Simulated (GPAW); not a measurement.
# BaTe (Fm-3m) in GPAW: notebook, part 3 of 4

GPAW 26.7.0. Earlier steps stand in the parts before.

## Step 6: Band structure, GLLB-SC

run.py

```python
import spglib
from ase import Atoms
from ase.dft.bandgap import bandgap
from ase.io import read, write
from gpaw import GPAW, PW

atoms = read('BaTe.cif')
cell, positions, numbers = spglib.find_primitive(
    (atoms.cell[:], atoms.get_scaled_positions(), atoms.numbers), symprec=1e-4)
atoms = Atoms(numbers, cell=cell, scaled_positions=positions, pbc=True)

calc = GPAW(mode=PW(600),
            xc='GLLBSC',
            kpts={'size': (6, 6, 6), 'gamma': True},
            occupations={'name': 'fermi-dirac', 'width': 0.05},
            nbands=16,
            convergence={'density': 1e-05, 'energy': 1e-05},
            maxiter=150,
            txt='gpaw.txt')
atoms.calc = calc
energy = atoms.get_potential_energy()
calc.write('gs.gpw')
write('result.traj', atoms)
print('Fermi level:', round(calc.get_fermi_level(), 4), 'eV')
print(f'Gap: {bandgap(calc)[0]:.4f} eV, direct: {bandgap(calc, direct=True)[0]:.4f} eV')

path = atoms.cell.bandpath('GXWKGLUWLK,UX', npoints=60, eps=1e-4)
bs_calc = calc.fixed_density(kpts=path, symmetry='off', nbands=30,
                             convergence={'bands': 'CBM+6.0', 'eigenstates': 1e-6}, txt='bands.txt')
bs = bs_calc.band_structure()
bs.write('bs.json')
print(f'Gap on the path: {bandgap(bs_calc)[0]:.4f} eV')

homo, lumo = bs_calc.get_homo_lumo()
response = calc.hamiltonian.xc.response
dxc_pot = response.calculate_discontinuity_potential(homo, lumo)
ks_gap, dxc = bs_calc.hamiltonian.xc.response.calculate_discontinuity(dxc_pot)
print(f'Kohn-Sham gap {ks_gap:.4f} eV, discontinuity {dxc:.4f} eV, gap {ks_gap + dxc:.4f} eV')
```

BaTe.cif

```cif
data_BaTe
_cell_length_a 6.82000000
_cell_length_b 6.82000000
_cell_length_c 6.82000000
_cell_angle_alpha 90.00000000
_cell_angle_beta 90.00000000
_cell_angle_gamma 90.00000000
_space_group_name_H-M_alt 'Fm-3m'
_space_group_name_Hall '-F 4 2 3'
_space_group_IT_number 225
loop_
_space_group_symop_operation_xyz
'x,y,z'
'-x,-y,-z'
'-y,x,z'
'y,-x,-z'
'-x,-y,z'
'x,y,-z'
'y,-x,z'
'-y,x,-z'
'x,-y,-z'
'-x,y,z'
'-y,-x,-z'
'y,x,z'
'-x,y,-z'
'x,-y,z'
'y,x,-z'
'-y,-x,z'
'z,x,y'
'-z,-x,-y'
'z,-y,x'
'-z,y,-x'
'z,-x,-y'
'-z,x,y'
'z,y,-x'
'-z,-y,x'
'-z,x,-y'
'z,-x,y'
'-z,-y,-x'
'z,y,x'
'-z,-x,y'
'z,x,-y'
'-z,y,x'
'z,-y,-x'
'y,z,x'
'-y,-z,-x'
'x,z,-y'
'-x,-z,y'
'-y,z,-x'
'y,-z,x'
'-x,z,y'
'x,-z,-y'
'-y,-z,x'
'y,z,-x'
'-x,-z,-y'
'x,z,y'
'y,-z,-x'
'-y,z,x'
'x,-z,y'
'-x,z,-y'
'x,y+1/2,z+1/2'
'-x,-y+1/2,-z+1/2'
'-y,x+1/2,z+1/2'
[... 62 lines left out ...]
'-z+1/2,-x,-y+1/2'
'z+1/2,-y,x+1/2'
'-z+1/2,y,-x+1/2'
'z+1/2,-x,-y+1/2'
'-z+1/2,x,y+1/2'
'z+1/2,y,-x+1/2'
'-z+1/2,-y,x+1/2'
'-z+1/2,x,-y+1/2'
'z+1/2,-x,y+1/2'
'-z+1/2,-y,-x+1/2'
'z+1/2,y,x+1/2'
'-z+1/2,-x,y+1/2'
'z+1/2,x,-y+1/2'
'-z+1/2,y,x+1/2'
'z+1/2,-y,-x+1/2'
'y+1/2,z,x+1/2'
'-y+1/2,-z,-x+1/2'
'x+1/2,z,-y+1/2'
'-x+1/2,-z,y+1/2'
'-y+1/2,z,-x+1/2'
'y+1/2,-z,x+1/2'
'-x+1/2,z,y+1/2'
'x+1/2,-z,-y+1/2'
'-y+1/2,-z,x+1/2'
'y+1/2,z,-x+1/2'
'-x+1/2,-z,-y+1/2'
'x+1/2,z,y+1/2'
'y+1/2,-z,-x+1/2'
'-y+1/2,z,x+1/2'
'x+1/2,-z,y+1/2'
'-x+1/2,z,-y+1/2'
'x+1/2,y+1/2,z'
'-x+1/2,-y+1/2,-z'
'-y+1/2,x+1/2,z'
'y+1/2,-x+1/2,-z'
'-x+1/2,-y+1/2,z'
'x+1/2,y+1/2,-z'
'y+1/2,-x+1/2,z'
'-y+1/2,x+1/2,-z'
'x+1/2,-y+1/2,-z'
'-x+1/2,y+1/2,z'
'-y+1/2,-x+1/2,-z'
'y+1/2,x+1/2,z'
'-x+1/2,y+1/2,-z'
'x+1/2,-y+1/2,z'
'y+1/2,x+1/2,-z'
'-y+1/2,-x+1/2,z'
'z+1/2,x+1/2,y'
'-z+1/2,-x+1/2,-y'
'z+1/2,-y+1/2,x'
'-z+1/2,y+1/2,-x'
'z+1/2,-x+1/2,-y'
'-z+1/2,x+1/2,y'
'z+1/2,y+1/2,-x'
'-z+1/2,-y+1/2,x'
'-z+1/2,x+1/2,-y'
'z+1/2,-x+1/2,y'
'-z+1/2,-y+1/2,-x'
'z+1/2,y+1/2,x'
'-z+1/2,-x+1/2,y'
'z+1/2,x+1/2,-y'
'-z+1/2,y+1/2,x'
'z+1/2,-y+1/2,-x'
'y+1/2,z+1/2,x'
'-y+1/2,-z+1/2,-x'
'x+1/2,z+1/2,-y'
'-x+1/2,-z+1/2,y'
'-y+1/2,z+1/2,-x'
'y+1/2,-z+1/2,x'
'-x+1/2,z+1/2,y'
'x+1/2,-z+1/2,-y'
'-y+1/2,-z+1/2,x'
'y+1/2,z+1/2,-x'
'-x+1/2,-z+1/2,-y'
'x+1/2,z+1/2,y'
'y+1/2,-z+1/2,-x'
'-y+1/2,z+1/2,x'
'x+1/2,-z+1/2,y'
'-x+1/2,z+1/2,-y'
loop_
_atom_site_label
_atom_site_type_symbol
_atom_site_symmetry_multiplicity
_atom_site_Wyckoff_symbol
_atom_site_fract_x
_atom_site_fract_y
_atom_site_fract_z
_atom_site_occupancy
Ba1 Ba 4 a 0.0000000000 0.0000000000 0.0000000000 1
Te1 Te 4 b 0.5000000000 0.0000000000 0.0000000000 1
```

Potentials or basis: the program's PAW data sets (release 1.2.1) made for this functional, pw.

Started as:

```bash
$ OMP_NUM_THREADS=1 python run.py
```

gpaw.txt:

```text
___ ___ ___ _ _ _
 |   |   |_  | | | |
 | | | | | . | | | |
 |__ |  _|___|_____|  26.7.0
 |___|_|

Input parameters:
  convergence: {density: 1e-05,
                energy: 1e-05}
  kpts: {gamma: True,
         size: (6, 6, 6)}
  maxiter: 150
  mode: {ecut: 600.0,
         name: pw}
  nbands: 16
  occupations: {name: fermi-dirac,
                width: 0.05}
  xc: GLLBSC

System changes: positions, numbers, cell, pbc, initial_charges, initial_magmoms

Initialize ...

species:
  Ba:
    name:    Barium
    Z:       56.0
    valence: 10
    core:    46
    charge:  0.0  # [|e|]
    compensation charges:
      type: gauss
      rc: 0.37  # [Å]
      lmax: 2
    cutoffs:
      filter: 2.06  # [Å]
      core: 2.33  # [Å]
    projectors
    | kind |    occ | energy [eV] | rcut [Å] |
    |------|--------|-------------|----------|
    |   5s |  2.000 |     -33.195 |    1.164 |
    |   6s |  2.000 |      -4.543 |    1.164 |
    |   5p |  6.000 |     -18.426 |    1.164 |
    |    p |        |       0.000 |    1.164 |
    |    d |        |       0.000 |    1.164 |
    |    d |        |      27.211 |    1.164 |

    Using partial waves for Ba as LCAO basis

  Te:
    name:    Tellurium
    Z:       52.0
    valence: 6
    core:    46
    charge:  0.0  # [|e|]
    compensation charges:
      type: gauss
      rc: 0.36  # [Å]
      lmax: 2
    cutoffs:
      filter: 2.09  # [Å]
      core: 3.17  # [Å]
    projectors
    | kind |    occ | energy [eV] | rcut [Å] |
    |------|--------|-------------|----------|
    |   5s |  2.000 |     -17.259 |    1.180 |
    |   5p |  4.000 |      -8.515 |    1.196 |
    |    s |        |       9.952 |    1.180 |
    |    p |        |      18.697 |    1.196 |
    |    d |        |       0.000 |    1.238 |

    Using partial waves for Te as LCAO basis

Reference energy: -405902.411106  # eV

Spin-paired calculation

Convergence criteria:
 Maximum [total energy] change in last 3 cyles: 1e-05 eV / valence electron
 Maximum integral of absolute [dens]ity change: 1e-05 electrons / valence electron
 Maximum integral of absolute [eigenst]ate change: 4e-08 eV^2 / valence electron
 Maximum number of scf [iter]ations: 150
 (Square brackets indicate name in SCF output, whereas a 'c' in
 the SCF output indicates the quantity has converged.)

Symmetries present (total): 48

[... 47 lines left out ...]

Wave functions: Plane wave expansion
  Cutoff energy: 600.000 eV
  Number of coefficients (min, max): 2626, 2685
  Pulay-stress correction: 0.000000 eV/Ang^3 (de/decut=0.000000)
  Using FFTW library
  ScaLapack parameters: grid=1x1, blocksize=None
  Wavefunction extrapolation:
    Improved wavefunction reuse through dual PAW basis

Occupation numbers: Fermi-Dirac:
  width: 0.0500  # eV

Eigensolver
   Davidson(niter=2)

Densities:
  Coarse grid: 28*28*28 grid
  Fine grid: 56*56*56 grid
  Total Charge: 0.000000

Density mixing:
  Method: separate
  Backend: msr1
  Linear mixing parameter: 0.05
  old densities: 10
  Width of damping distribution: 1.1
  Damping of long wavelength oscillations: 20

Hamiltonian:
  XC and Coulomb potentials evaluated on a 56*56*56 grid
  Using the GLLBSC Exchange-Correlation functional
  External potential:
    NoExternalPotential

XC parameters: GLLBSC functional being used consists of
  -----------------------------------------------------------------------
  | Weight | Module     | Description                                   |
  -----------------------------------------------------------------------
  |  1.000 | SCREENING  | GGA_X_PBE_SOL with 2 nearest neighbor stencil |
  |  1.000 | RESPONSE   | eps=0.0500 eV                                 |
  |  1.000 | XC         | GGA_C_PBE_SOL with 2 nearest neighbor stencil |
  -----------------------------------------------------------------------

Number of atoms: 2
Number of atomic orbitals: 9
Number of bands in calculation: 16
Number of valence electrons: 16
Bands to converge: occupied

... initialized

Initializing position-dependent things.

Density initialized from atomic densities
Creating initial wave functions:
  9 bands from LCAO basis set
  7 bands from random numbers

                  Te

       Ba

Atomic positions and initial magnetic moments

Positions:
   0 Ba     0.000000    0.000000    0.000000    ( 0.0000,  0.0000,  0.0000)
   1 Te     3.410000    3.410000    3.410000    ( 0.0000,  0.0000,  0.0000)

Unit cell:
           periodic     x           y           z      points  spacing
  1. axis:    yes    0.000000    3.410000    3.410000    28     0.1406
  2. axis:    yes    3.410000    0.000000    3.410000    28     0.1406
  3. axis:    yes    3.410000    3.410000    0.000000    28     0.1406

  Lengths:   4.822468   4.822468   4.822468
  Angles:   60.000000  60.000000  60.000000

Effective grid spacing dv^(1/3) = 0.1534

iter:   1    -9.958361
iter:   2    -9.698604   -1.17  -1.03
iter:   3    -9.789000   -1.35  -1.02
iter:   4    -9.897595   -1.98  -1.18
iter:   5    -9.633731   -2.09  -1.15
iter:   6    -9.659225   -2.77  -1.80
iter:   7    -9.552079   -3.20  -1.67
iter:   8    -9.568395   -4.09  -2.34
iter:   9    -9.563680   -4.85  -2.72
iter:  10    -9.574635   -5.06  -2.64
iter:  11    -9.576412   -5.95  -3.08
iter:  12    -9.585645   -5.51  -3.10
iter:  13    -9.581870   -6.64  -3.66
iter:  14    -9.582528   -7.49c -4.14
iter:  15    -9.582782   -8.04c -4.73
iter:  16    -9.582683   -8.71c -4.93
iter:  17    -9.582731c  -9.51c -5.51c

Converged after 17 iterations.

Dipole moment: (0.000000, 0.000000, 0.000000) |e|*Ang

Energy contributions relative to reference atoms: (reference = -405902.411106)

Kinetic:        +28.660849
Potential:      -23.330253
External:        +0.000000
XC:             -13.793009
Entropy (-ST):   -0.000000
Local:           -1.120318
SIC:             +0.000000
--------------------------
Free energy:     -9.582731
Extrapolated:    -9.582731

GLLBSC response reference energy: 4.36341 eV (from HOMO)

Showing only first 2 kpts
 Kpt  Band  Eigenvalues  Occupancy
  0     6      4.36342    2.00000
  0     7      4.36342    2.00000
  0     8      7.84867    0.00000
  0     9      7.84867    0.00000

  1     6      4.18496    2.00000
  1     7      4.18496    2.00000
  1     8      7.25289    0.00000
  1     9      8.62887    0.00000

Fermi level: 5.28375

Gap: 1.841 eV
Transition (v -> c):
  (s=0, k=0, n=7, [0.00, 0.00, 0.00]) -> (s=0, k=12, n=8, [0.50, 0.50, 0.00])
Direct/indirect transitions are different
Direct gap: 2.165 eV
Transition at: (s=0, k=12, n=7, [0.50, 0.50, 0.00])
Writing to gs.gpw (mode='')
```

It took 1.9 min on 1 thread of Arm Neoverse N1, shared host; peak memory 0.3 GiB.

Results:

```yaml
Band_gap_on_the_k_mesh_with_the_derivative_discontinuity: 2.83 eV
Band_gap_of_the_Kohn-Sham_levels: 1.84 eV
Derivative_discontinuity: 0.99 eV
```

Levels at the corners of the path, in eV from the valence-band top:
```
point  band 5  band 6  band 7  band 8  band 9  band 10  band 11  band 12
    Γ   -9.50    0.00    0.00    0.00    3.49     3.49     3.49     3.81
    X   -9.28   -1.00   -0.32   -0.32    1.84     5.27     5.60     6.83
    W   -8.85   -1.32   -0.85   -0.85    4.05     4.05     5.70     6.28
    K   -8.88   -1.24   -0.95   -0.76    3.00     5.84     6.20     6.22
    Γ   -9.50    0.00    0.00    0.00    3.49     3.49     3.49     3.81
    L   -8.28   -2.30   -1.18   -1.18    4.59     5.69     5.96     5.96
    U   -8.88   -1.24   -0.95   -0.76    3.00     5.84     6.20     6.22
    W   -8.85   -1.32   -0.85   -0.85    4.05     4.05     5.70     6.28
    L   -8.28   -2.30   -1.18   -1.18    4.59     5.69     5.96     5.96
    K   -8.88   -1.24   -0.95   -0.76    3.00     5.84     6.20     6.22
    U   -8.88   -1.24   -0.95   -0.76    3.00     5.84     6.20     6.22
    X   -9.28   -1.00   -0.32   -0.32    1.84     5.27     5.60     6.83
```

Caveat: the GLLB-SC gap is the Kohn-Sham gap of the path plus the derivative discontinuity; a model potential gives levels but no total energy; spin-orbit coupling is left out, which moves the levels of the heavy elements.

(Part 3 of 4 ends here.)
